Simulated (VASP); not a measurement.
## BN in VASP: convergence with k mesh

Input of the first run (k mesh 3 × 3 × 3); the others differ in this setting and in those tied to it:

The input INCAR:

```
PREC = Accurate
ENCUT = 520
EDIFF = 1E-7
ISMEAR = 0
SIGMA = 0.02
LREAL = False
LASPH = True
NELM = 60
ALGO = Normal
ISIF = 2
LWAVE = False
LCHARG = False
GGA = PE
NBANDS = 11
```

Contents of KPOINTS:

```
regular mesh
0
Gamma
  3 3 3
```

Contents of POSCAR:

```
BN
1.0
    1.2511217832      0.7223354983      3.3729344033
   -1.2511217832      0.7223354983      3.3729344033
    0.0000000000     -1.4446709966      3.3729344033
N B
1 1
Direct
    0.6672382000      0.6672382000      0.6672382000
    0.0003288000      0.0003288000      0.0003288000
```

Potentials or basis: VASP PAW PBE potentials, release 64 (N, B).

Run with:

```bash
$ cat potpaw_PBE.64/N/POTCAR potpaw_PBE.64/B/POTCAR > POTCAR
$ mpirun -np 1 vasp_std > vasp.out
```

The cell is a database's computed one.

Hardware: 1 thread of Intel(R) Xeon(R) Platinum 8175M CPU @ 2.50GHz (Skylake/Cascade Lake) (shared host).

Task: The values tried are 3 × 3 × 3, 4 × 4 × 4, 5 × 5 × 5, 7 × 7 × 7, 9 × 9 × 9, 11 × 11 × 11, 14 × 14 × 14, loosest first. From which on does the energy stay within 1 meV/atom of the tightest run that finished?

Result: From 7 × 7 × 7 on.

```tsv
k mesh	energy less the tightest run, at zero smearing (meV/atom)	pressure (GPa)	largest force (eV/Å)	gap on the mesh (eV)	SCF cycles	CPU time (s)	peak memory (GiB)
3 × 3 × 3	52.97	3.55	0.006	4.651	14	8.1	0.14
4 × 4 × 4	8.34	3.50	0.008	4.835	14	13	0.14
5 × 5 × 5	3.59	3.67	0.002	4.736	14	11	0.14
7 × 7 × 7	0.10	3.62	0.003	4.487	14	21	0.14
9 × 9 × 9	0.00	3.63	0.003	4.375	14	49	0.15
11 × 11 × 11	0.00	3.63	0.003	4.319	14	75	0.16
14 × 14 × 14	0.00	3.63	0.003	4.233	14	120	0.19
```

Against the tightest run, the pressure stays within 0.1 GPa from 5 × 5 × 5 on; the largest force stays within 0.005 eV/Å from 3 × 3 × 3 on. Not settled before the last step: the gap on the mesh (to 0.01 eV). Meshes of other sizes hit other points, so gaps and Fermi surfaces needn't settle smoothly. The tightest run that finished is the yardstick and may itself not be fully converged.
